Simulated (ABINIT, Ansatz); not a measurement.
## A GW run on BaS (Fm-3m) in ABINIT, with inputs changed

What do changed inputs do to GW on BaS (Fm-3m)?

Method: PBE and many-body steps on it, plane waves, in ABINIT 10.8.3.

## 1. The starting structure

It takes space group Fm-3m (No. 225, cubic). The conventional cell has a = 6.388 Å, b = 6.388 Å, c = 6.388 Å, α = 90.00°, β = 90.00°, γ = 90.00°. Ba has 6 S at 3.19 Å nearest. Nearest to S lie 6 Ba at 3.19 Å. Farther neighbours and most contacts between anions are not listed.

The cell and positions come from the Crystallography Open Database and are kept as given unless a step says otherwise. Spin-orbit coupling is left out unless a step names it.

## 2. Screening, 4×4×4 mesh, 490 bands, screening to 283 eV

This step: ABINIT 10.8.3; RPA screening on PBE, plane waves, norm-conserving pseudopotentials.

The RPA dielectric matrix is built and inverted for each q.

run.abi

```
acell 3*1.0 Angstrom
rprim 
  0.000000000000 3.193750000000 3.193750000000
  3.193750000000 0.000000000000 3.193750000000
  3.193750000000 3.193750000000 0.000000000000
ntypat 2
znucl 56 16
natom 2
typat 1 2
xred 
  0.000000000000 0.000000000000 0.000000000000
  0.500000000000 0.500000000000 0.500000000000
pp_dirpath "pseudos"
pseudos "Ba.upf, S.upf"
ecut 20
ngkpt 4 4 4
nshiftk 1
shiftk 0 0 0
kptopt 1
chksymbreak 0
istwfk *1
occopt 1
irdwfk 1
optdriver 3
nband 490
ecuteps 10.4
inclvkb 2
awtr 1
symchi 1
indata_prefix "in"
outdata_prefix "out"
tmpdata_prefix "tmp"
```

Command:

```sh
$ OMP_NUM_THREADS=1 mpirun -n 4 abinit run.abi > log
```

The log of the run:

```text
.Version 10.8.3 of ABINIT. v10.8.2 released Aug 2026.

 Symmetries : space group Fm -3 m (#225); Bravais cF (face-center cubic)
[... echo of the input left out ...]
== DATASET  1 ==================================================================
-   mpi_nproc: 4, omp_nthreads: 1 (-1 if OMP is not activated)

--- !DatasetInfo
iteration_state: {dtset: 1, }
dimensions: {natom: 2, nkpt: 8, mband: 490, nsppol: 1, nspinor: 1, nspden: 1, mpw: 1893, }
cutoff_energies: {ecut:  20.0, pawecutdg:  -1.0, }
electrons: {nelect:   1.60000000E+01, charge:   0.00000000E+00, occopt:   1.00000000E+00, tsmear:   1.00000000E-02, }

 SCREENING: Calculation of the susceptibility and dielectric matrices

 Based on a program developped by R.W. Godby, V. Olevano, G. Onida, and L. Reining.
 Incorporated in ABINIT by V. Olevano, G.-M. Rignanese, and M. Torrent.
.Using double precision arithmetic ; gwpc =  8

[... cell and pseudopotentials left out ...]
--------------------------------------------------------------------------------

 ==== K-mesh for the wavefunctions ====
 Number of points in the irreducible wedge :     8
[... list of points left out ...]
 Together with 48 symmetry operations and time-reversal symmetry
 yields    64 points in the full Brillouin Zone.

 ==== Q-mesh for the screening function ====
 Number of points in the irreducible wedge :     8
[... list of points left out ...]
 Together with 48 symmetry operations and time-reversal symmetry
 yields    64 points in the full Brillouin Zone.

 setmesh: FFT mesh size selected  =    30x   30x   30
          total number of points  =        27000

 vcoul_init : cutoff-mode = AUXILIARY_FUNCTION
 q-points for optical limit:   1
     1)      0.000010    0.000020    0.000030

- screening: taking advantage of time-reversal symmetry
- Maximum band index for partially occupied states nbvw = 8
- Remaining bands to be divided among processors   nbcw = 482
- Number of bands treated by each node ~120

 Number of electrons calculated from density =   16.0000; Expected =   16.0000
 average of density, n =  0.036391
 r_s =    1.8720
 omega_plasma =   18.4014 [eV]

 calculating chi0 at frequencies [eV] :
  1    0.000000E+00    0.000000E+00
  2    0.000000E+00    1.840140E+01

--------------------------------------------------------------------------------
  q-point number  1        q = ( 0.000000, 0.000000, 0.000000) [r.l.u.]
--------------------------------------------------------------------------------
[... chi0 elements left out ...]
 For q-point:  0.000010 0.000020 0.000030
  dielectric constant =   4.7383
  dielectric constant without local fields =   5.5895

  Average fulfillment of the sum rule on Im[epsilon] for q-point    1 :     99.08  [%]
[... wings left out ...]
  q-point number  2        q = ( 0.250000, 0.000000, 0.000000) [r.l.u.]
--------------------------------------------------------------------------------
[... chi0 elements left out ...]
  Average fulfillment of the sum rule on Im[epsilon] for q-point    2 :    102.07  [%]

 [... 6 further q-points ...]
```

Elapsed: 5.6 min, on 4 MPI ranks of Arm Neoverse V1, shared host; peak memory 2.3 GiB.

This step gave:

```yaml
eps_infinity_with_local_fields_on_this_mesh_along_the_program_s_q_direction: 4.738
the_same_without_local_fields: 5.590
plasma_frequency: 18.40 eV
plane_waves_in_the_screening_matrix: 725
```

Local fields lower ε∞ by 15 %.

## 3. Base

The self-energy is evaluated for the states that the input lists, and the levels follow from it, in one-shot runs by the linearised quasiparticle equation.

This step: G0W0 on PBE, plane waves, norm-conserving pseudopotentials.

run.abi: that of step 2 with these lines changed.

```diff
@@ -23,8 +23,17 @@
 irdwfk 1
-optdriver 3
+optdriver 4
 nband 490
+gwcalctyp 0
+ecutsigx 20
+symsigma 1
+nkptgw 2
+kptgw 
+  0.0000000000 0.0000000000 0.0000000000
+  0.5000000000 0.5000000000 0.0000000000
+bdgw 
+  6 12
+  7 10
 ecuteps 10.4
-inclvkb 2
-awtr 1
-symchi 1
+irdscr 1
+ppmodel 1
 indata_prefix "in"
```

The log of the run:

```text
.Version 10.8.3 of ABINIT. v10.8.2 released Aug 2026.

 Symmetries : space group Fm -3 m (#225); Bravais cF (face-center cubic)
[... echo of the input left out ...]
== DATASET  1 ==================================================================
-   mpi_nproc: 4, omp_nthreads: 1 (-1 if OMP is not activated)

--- !DatasetInfo
iteration_state: {dtset: 1, }
dimensions: {natom: 2, nkpt: 8, mband: 490, nsppol: 1, nspinor: 1, nspden: 1, mpw: 1893, }
cutoff_energies: {ecut:  20.0, pawecutdg:  -1.0, }
electrons: {nelect:   1.60000000E+01, charge:   0.00000000E+00, occopt:   1.00000000E+00, tsmear:   1.00000000E-02, }

 SIGMA: Calculation of the GW corrections

 Based on a program developped by R.W. Godby, V. Olevano, G. Onida, and L. Reining.
 Incorporated in ABINIT by V. Olevano, G.-M. Rignanese, and M. Torrent.
.Using double precision arithmetic ; gwpc =  8

[... cell and pseudopotentials left out ...]
--------------------------------------------------------------------------------

 ==== K-mesh for the wavefunctions ====
 Number of points in the irreducible wedge :     8
[... list of points left out ...]
 Together with 48 symmetry operations and time-reversal symmetry
 yields    64 points in the full Brillouin Zone.

 ==== Q-mesh for screening function ====
 Number of points in the irreducible wedge :     8
[... list of points left out ...]
 Together with 48 symmetry operations and time-reversal symmetry
 yields    64 points in the full Brillouin Zone.

 vcoul_init : cutoff-mode = AUXILIARY_FUNCTION
 q-points for optical limit:   1
     1)      0.000010    0.000020    0.000030
 setmesh: FFT mesh size selected  =    36x   36x   36
          total number of points  =        46656

 Number of electrons calculated from density =   16.0000; Expected =   16.0000
 average of density, n =  0.036391
 r_s =    1.8720
 omega_plasma =   18.4014 [eV]

 === KS Band Gaps ===
  >>>> For spin  1
   Minimum direct gap =   2.2723 [eV], located at k-point      :   0.5000  0.5000  0.0000
   Fundamental gap    =   2.1462 [eV], Top of valence bands at :   0.0000  0.0000  0.0000
                                       Bottom of conduction at :   0.5000  0.5000  0.0000
 SIGMA fundamental parameters:
 PLASMON POLE MODEL  1
 number of plane-waves for SigmaX                 1893
 number of plane-waves for SigmaC and W            725
 number of plane-waves for wavefunctions          1893
 number of bands                                   490
 number of independent spin polarizations            1
 number of spinorial components                      1
 number of k-points in IBZ                           8
 number of q-points in IBZ                           8
 number of symmetry operations                      48
 number of k-points in BZ                           64
 number of q-points in BZ                           64
 number of frequencies for dSigma/dE                 9
 frequency step for dSigma/dE [eV]                0.25
 number of omega for Sigma on real axis              0
 max omega for Sigma on real axis  [eV]           0.00
 zcut for avoiding poles [eV]                     0.10

 EPSILON^-1 parameters (SCR file):
 dimension of the eps^-1 matrix on file            725
 dimension of the eps^-1 matrix used               725
 number of plane-waves for wavefunctions          1893
 number of bands                                   490
 number of q-points in IBZ                           8
 number of frequencies                               2
 number of real frequencies                          1
 number of imag frequencies                          1

 matrix elements of self-energy operator (all in [eV])

 Perturbative Calculation

--- !SelfEnergy_ee
iteration_state: {dtset: 1, }
kpoint     : [   0.000,    0.000,    0.000, ]
spin       : 1
KS_gap     :    3.626
QP_gap     :    4.981
Delta_QP_KS:    1.355
data: !SigmaeeData |
     Band     E0 <VxcDFT>   SigX SigC(E0)      Z dSigC/dE  Sig(E)    E-E0       E
        6   3.680 -12.602 -15.738   1.530   0.767  -0.304 -13.834  -1.232   2.449
        7   3.680 -12.602 -15.738   1.530   0.767  -0.304 -13.834  -1.232   2.449
        8   3.680 -12.602 -15.738   1.530   0.767  -0.304 -13.834  -1.232   2.449
        9   7.306  -7.958  -3.979  -3.828   0.820  -0.219  -7.835   0.124   7.430
       10   7.586  -8.923  -4.509  -3.898   0.819  -0.220  -8.500   0.423   8.009
       11   7.586  -8.923  -4.509  -3.898   0.819  -0.220  -8.500   0.423   8.009
       12   7.586  -8.923  -4.509  -3.898   0.819  -0.220  -8.500   0.423   8.009

--- !SelfEnergy_ee
iteration_state: {dtset: 1, }
kpoint     : [   0.500,    0.500,    0.000, ]
spin       : 1
KS_gap     :    2.272
QP_gap     :    3.745
Delta_QP_KS:    1.473
data: !SigmaeeData |
     Band     E0 <VxcDFT>   SigX SigC(E0)      Z dSigC/dE  Sig(E)    E-E0       E
        7   3.554 -12.533 -15.726   1.572   0.766  -0.305 -13.775  -1.242   2.312
        8   3.554 -12.533 -15.726   1.572   0.766  -0.305 -13.775  -1.242   2.312
        9   5.827  -7.957  -4.168  -3.509   0.824  -0.214  -7.726   0.231   6.058
       10   9.648 -10.954  -6.025  -4.127   0.816  -0.225 -10.299   0.655  10.303

== END DATASET(S) ==============================================================
================================================================================

 -outvars: echo values of variables after computation  --------
           etotal      0.0000000000E+00
            nband         490
             nkpt           8
          spgroup         225
 [... the other variables as echoed above ...]

 Calculation completed.
```

The job ended after 5.3 min (4 MPI ranks; peak memory 3.1 GiB; 21 min of CPU time).

This step gave:

* G0W0 gap on the points computed: 3.609 eV
* starting gap on the mesh: 2.146 eV
* k of the valence top: 0, 0, 0
* k of the conduction bottom: 0.5, 0.5, 0
* Z at the valence top: 0.767
* Z at the conduction bottom: 0.824
* least direct G0W0 gap on the computed points: 3.746 eV

The gap on the mesh goes from 2.15 eV to 3.61 eV, a correction of +1.46 eV.

## 4. Broadening of the poles

run.abi: that of step 3 with these lines changed.

```diff
@@ -38,2 +38,3 @@
 ppmodel 1
+zcut 1.0 eV
 indata_prefix "in"
```

The log of the run:

```text
.Version 10.8.3 of ABINIT. v10.8.2 released Aug 2026.

 Symmetries : space group Fm -3 m (#225); Bravais cF (face-center cubic)
[... echo of the input left out ...]
== DATASET  1 ==================================================================
-   mpi_nproc: 4, omp_nthreads: 1 (-1 if OMP is not activated)

--- !DatasetInfo
iteration_state: {dtset: 1, }
dimensions: {natom: 2, nkpt: 8, mband: 490, nsppol: 1, nspinor: 1, nspden: 1, mpw: 1893, }
cutoff_energies: {ecut:  20.0, pawecutdg:  -1.0, }
electrons: {nelect:   1.60000000E+01, charge:   0.00000000E+00, occopt:   1.00000000E+00, tsmear:   1.00000000E-02, }

 SIGMA: Calculation of the GW corrections

 Based on a program developped by R.W. Godby, V. Olevano, G. Onida, and L. Reining.
 Incorporated in ABINIT by V. Olevano, G.-M. Rignanese, and M. Torrent.
.Using double precision arithmetic ; gwpc =  8

[... cell and pseudopotentials left out ...]
--------------------------------------------------------------------------------

 ==== K-mesh for the wavefunctions ====
 Number of points in the irreducible wedge :     8
[... list of points left out ...]
 Together with 48 symmetry operations and time-reversal symmetry
 yields    64 points in the full Brillouin Zone.

 ==== Q-mesh for screening function ====
 Number of points in the irreducible wedge :     8
[... list of points left out ...]
 Together with 48 symmetry operations and time-reversal symmetry
 yields    64 points in the full Brillouin Zone.

 vcoul_init : cutoff-mode = AUXILIARY_FUNCTION
 q-points for optical limit:   1
     1)      0.000010    0.000020    0.000030
 setmesh: FFT mesh size selected  =    36x   36x   36
          total number of points  =        46656

 Number of electrons calculated from density =   16.0000; Expected =   16.0000
[...]
number of omega for Sigma on real axis              0
 max omega for Sigma on real axis  [eV]           0.00
 zcut for avoiding poles [eV]                     1.00

 EPSILON^-1 parameters (SCR file):
 dimension of the eps^-1 matrix on file            725
 dimension of the eps^-1 matrix used               725
 number of plane-waves for wavefunctions          1893
 number of bands                                   490
 number of q-points in IBZ                           8
 number of frequencies                               2
 number of real frequencies                          1
 number of imag frequencies                          1

 matrix elements of self-energy operator (all in [eV])

 Perturbative Calculation

--- !SelfEnergy_ee
iteration_state: {dtset: 1, }
kpoint     : [   0.000,    0.000,    0.000, ]
spin       : 1
KS_gap     :    3.626
QP_gap     :    4.984
Delta_QP_KS:    1.359
data: !SigmaeeData |
     Band     E0 <VxcDFT>   SigX SigC(E0)      Z dSigC/dE  Sig(E)    E-E0       E
        6   3.680 -12.602 -15.738   1.530   0.769  -0.300 -13.837  -1.235   2.445
        7   3.680 -12.602 -15.738   1.530   0.769  -0.300 -13.837  -1.235   2.445
        8   3.680 -12.602 -15.738   1.530   0.769  -0.300 -13.837  -1.235   2.445
[...]
--- !SelfEnergy_ee
iteration_state: {dtset: 1, }
kpoint     : [   0.500,    0.500,    0.000, ]
spin       : 1
KS_gap     :    2.272
QP_gap     :    3.752
Delta_QP_KS:    1.479
data: !SigmaeeData |
     Band     E0 <VxcDFT>   SigX SigC(E0)      Z dSigC/dE  Sig(E)    E-E0       E
[...]
9   5.827  -7.957  -4.168  -3.509   0.824  -0.214  -7.726   0.231   6.058
       10   9.648 -10.954  -6.025  -4.128   0.815  -0.227 -10.301   0.653  10.301

== END DATASET(S) ==============================================================
================================================================================

 -outvars: echo values of variables after computation  --------
           etotal      0.0000000000E+00
            nband         490
             nkpt           8
          spgroup         225
 [... the other variables as echoed above ...]

 Calculation completed.
```

Wall time 5.3 min (4 MPI ranks); peak memory 3.1 GiB.

This step gave:

```
G0W0 gap on the points computed              : 3.613 eV
starting gap on the mesh                     : 2.146 eV
k of the valence top                         : 0, 0, 0
k of the conduction bottom                   : 0.5, 0.5, 0
Z at the valence top                         : 0.769
Z at the conduction bottom                   : 0.824
least direct G0W0 gap on the computed points : 3.752 eV
```

Against G0W0 in ABINIT (4×4×4 mesh, 490 bands, screening to 283 eV, Godby-Needs plasmon pole), the gap moves by +0.004 eV.

## 5. A keyword of another program

run.abi: that of step 4 with these lines changed.

```diff
@@ -38,3 +38,3 @@
 ppmodel 1
-zcut 1.0 eV
+ecut_chi 100
 indata_prefix "in"
```

The log of the run:

```text
.Version 10.8.3 of ABINIT. v10.8.2 released Aug 2026.

 Symmetries : space group Fm -3 m (#225); Bravais cF (face-center cubic)
================================================================================
 Values of the parameters that define the memory need of the present run
     intxc =       0    ionmov =       0      iscf =       7    lmnmax =       6
     lnmax =       6     mgfft =      36  mpssoang =       3    mqgrid =    3001
     natom =       2  nloc_mem =       1    nspden =       1   nspinor =       1
    nsppol =       1      nsym =      48    n1xccc =    2501    ntypat =       2
    occopt =       1   xclevel =       2
-    mband =         490        mffmem =           1         mkmem =           2
       mpw =        1893          nfft =       46656          nkpt =           8
================================================================================
  Rough estimation (10% accuracy) of disk space for files :
================================================================================

--------------------------------------------------------------------------------
------------- Echo of variables that govern the present computation ------------
--------------------------------------------------------------------------------
 -outvars: echo values of preprocessed input variables --------
            acell      1.8897261259E+00  1.8897261259E+00  1.8897261259E+00 Bohr

             bdgw           6      12       7      10
      chksymbreak           0
             ecut      2.00000000E+01 Hartree
          ecuteps      1.04000000E+01 Hartree
         ecutsigx      2.00000000E+01 Hartree
          ecutwfn      2.00000000E+01 Hartree
-          fftalg         312
           irdscr           1
           irdwfk           1

[...]
npwsigx        1893
           npwwfn        1893
             nsym          48
           ntypat           2
              occ      2.000000  2.000000  2.000000  2.000000  2.000000  2.000000
                       2.000000  2.000000  0.000000  0.000000  0.000000  0.000000
                       0.000000  0.000000  0.000000  0.000000  0.000000  0.000000
                       0.000000  0.000000  0.000000  0.000000  0.000000  0.000000
[...]
0.000000  0.000000  0.000000  0.000000  0.000000  0.000000
   [... 71 further rows ...]
                       0.000000  0.000000  0.000000  0.000000  0.000000  0.000000
                       0.000000  0.000000  0.000000  0.000000
        optdriver           4
            rprim      0.0000000000E+00  3.1937500000E+00  3.1937500000E+00
[...]
3.1937500000E+00  3.1937500000E+00  0.0000000000E+00
          spgroup         225

             xred      0.0000000000E+00  0.0000000000E+00  0.0000000000E+00
                       5.0000000000E-01  5.0000000000E-01  5.0000000000E-01
            znucl       56.00000   16.00000

================================================================================

 chkinp: Checking input parameters for consistency.

--- !ERROR
message: |
    Found token: `ECUT_CHI` in the input file.
    This name is not one of the registered input variable names (see
    Action: check your input file. Perhaps you mistyped the input variable,
    or specified "img", although this was not permitted for this input variable.

--- !ERROR
message: |
    Found token: `ECUT_CHI` in the input file.
    This name is not one of the registered input variable names (see
    Action: check your input file. Perhaps you mistyped the input variable,
    or specified "img", although this was not permitted for this input variable.

--- from the log ---
Found token: `ECUT_CHI` in the input file.
    This name is not one of the registered input variable names (see
    Action: check your input file. Perhaps you mistyped the input variable,
    or specified "img", although this was not permitted for this input variable.
```

Elapsed: 0.7 s, on 4 MPI ranks; peak memory 0.05 GiB.

The run stopped with an error after 0.7 s.

The program's words: Found token: `ECUT_CHI` in the input file. This name is not one of the registered input variable names (see Action: check your input file. Perhaps you mistyped the input variable, or specified "img", although this was not permitted for this input variable.

The fault put into this input: a keyword of another program.

## 6. The runs together

Times are wall times on 4 MPI ranks of Arm Neoverse V1, shared host, good to a factor of about two. A run's time includes the screening step that it read.

| run | mesh | bands | screening cutoff (eV) | DFT gap (eV) | gap on the mesh (eV) | direct (eV) | ε∞ used | time |
| --- | --- | --- | --- | --- | --- | --- | --- | --- |
| base | 4×4×4 | 490 | 283 | 2.146 | 3.609 | 3.746 | 4.74 | 11 min |
| broadening of the poles | 4×4×4 | 490 | 283 | 2.146 | 3.613 | 3.752 | 4.74 | 11 min |

## 7. Outcome

| Quantity | Value |
| --- | --- |
| base | 3.609 eV |
| broadening of the poles | 3.613 eV |
| known limits | not at the basis limit; no spin-orbit coupling |

In words: Broadening of the poles: +0.004 eV against base (keys changed: zcut). Bands and cutoff are finite, so the gap is not at the basis limit. The miss can reach some tenths of an eV and take either sign; the mesh is an error of its own. In the G0W0 runs levels were corrected at 2 k points alone, so a gap called «on the mesh» is the least over those, and an edge elsewhere would be missed. The many-body steps are scalar-relativistic: spin-orbit coupling is not in them.

[Paths, hosts, dates, memory and timing lines, banners, echoed tables and standing remarks are left out of the program output.]

[Logs are printed without paths, hosts, clocks, repeated set-up lines and the standing remarks that a program may print on its own settings, such as how far it seeks lower states.]

[Runs of the session that timed out or met a known fault of the program may be left out.]

[Hosts, paths, dates, database ids (printed as entryN), source tags and the programs' standing remarks are cut or masked in the printed files.]

[G0W0 gaps are taken among the corrected bands and points alone; a level outside them can change the order at an edge.]

[Where Ansatz stands beside ABINIT at settings called matched, ABINIT's density can come from a denser mesh and the files from another edition; pairs whose starting gaps differed by over 0.03 eV were left out, so agreement reads better than it is.]
